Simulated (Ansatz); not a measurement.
Crystal: CoO.

```xyz
2
Lattice="1.6022 0.9250 2.5665 -1.6022 0.9250 2.5665 0.0000 -1.8501 2.5665" Properties=species:S:1:pos:R:3 pbc="T T T"
Co    0.0000    0.0000    7.6915
O     0.0000    0.0000    5.7824
```

Measurements of this composition are mostly on another form, of space group No. 225.

Base run:

| Item | Value |
| --- | --- |
| Program | Ansatz 0.2.0 |
| Functional | RPBE |
| Potentials or basis | all-electron LAPW, scalar-relativistic |
| Cutoff | 456 eV (chosen from the basis error) |
| Basis error allowed | 0.001 eV/atom |
| k mesh | 10 × 10 × 10 |
| Occupations | gaussian, width 0.1 eV |
| Spin | collinear spin, ferromagnetic start |
| Starting moments | [2.0, 0.0] μB |

Its results: band gap on the k mesh none (metal or under the smearing width); pressure 5.9 GPa; net moment 2.80 μB per cell; site moments Co +2.38; O +0.30 μB; largest force 0.288 eV/Å.

Problem. The run is repeated on the same cell with these changes: functional from RPBE to LDA. What comes out?

Solution. Band gap on the k mesh none (metal or under the smearing width); pressure -15.9 GPa; net moment 2.64 μB per cell; site moments Co +2.24; O +0.30 μB; largest force 0.185 eV/Å.

LDA binds more tightly than RPBE, so the same cell stands under less pressure.

Caveats: a cell with one magnetic atom can't hold antiferromagnetic order, which such compounds often take; semilocal functionals often make such compounds metallic where correlation or magnetic order opens a gap, which also shifts bond lengths; so large a pressure means that the cell lies far from this level's equilibrium, or that cutoff or potentials fall short (some runs).
